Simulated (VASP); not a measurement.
Input:

```yaml
crystal:
  lattice:
    - [6.30450, 0.00000, 0.00000]
    - [0.00000, 6.30450, 0.00000]
    - [0.00000, 0.00000, 6.30450]
  atoms:
    - { symbol: Cs, position: [0.00000, 0.00000, 0.00000] }
    - { symbol: Pb, position: [0.50000, 0.50000, 0.50000] }
    - { symbol: I, position: [0.50000, 0.00000, 0.50000] }
    - { symbol: I, position: [0.00000, 0.50000, 0.50000] }
    - { symbol: I, position: [0.50000, 0.50000, 0.00000] }
```

Calculation: r2SCAN meta-GGA, VASP's PBE PAW potentials (set 64) (plane waves; VASP 6.6.1). Run with 520 eV cut-off, 4×4×4 Γ-centred mesh, tetrahedra with Blöchl corrections, potentials Cs_sv Pb_d I.

Unless said otherwise, spin-orbit coupling is left out, though it shifts the bands of the heavy elements here.

Problem. Give the energies of bands 14 to 25 at the high-symmetry points, in eV from the valence-band maximum.

Solution. 
```tsv
band	Γ	X	M	R
14	-3.83	-3.72	-3.56	-2.43
15	-3.83	-3.72	-2.57	-2.43
16	-3.83	-2.22	-1.89	-2.43
17	-1.55	-1.76	-1.89	-1.62
18	-1.55	-1.76	-1.81	-1.62
19	-1.55	-1.70	-1.81	-0.98
20	-1.42	-1.52	-1.63	-0.98
21	-1.42	-1.52	-1.00	-0.98
22	-1.42	-1.05	-0.52	0.00
23	3.48	2.42	2.09	1.66
24	4.36	4.97	2.09	1.66
25	4.36	5.13	5.19	1.66
```

The gap is direct, 1.66 eV, from the valence maximum at R to the conduction minimum at R.

The compound is CsPbI3 in the cubic perovskite structure, the ideal cubic form; the compound distorts at low or room temperature. It was relaxed first.
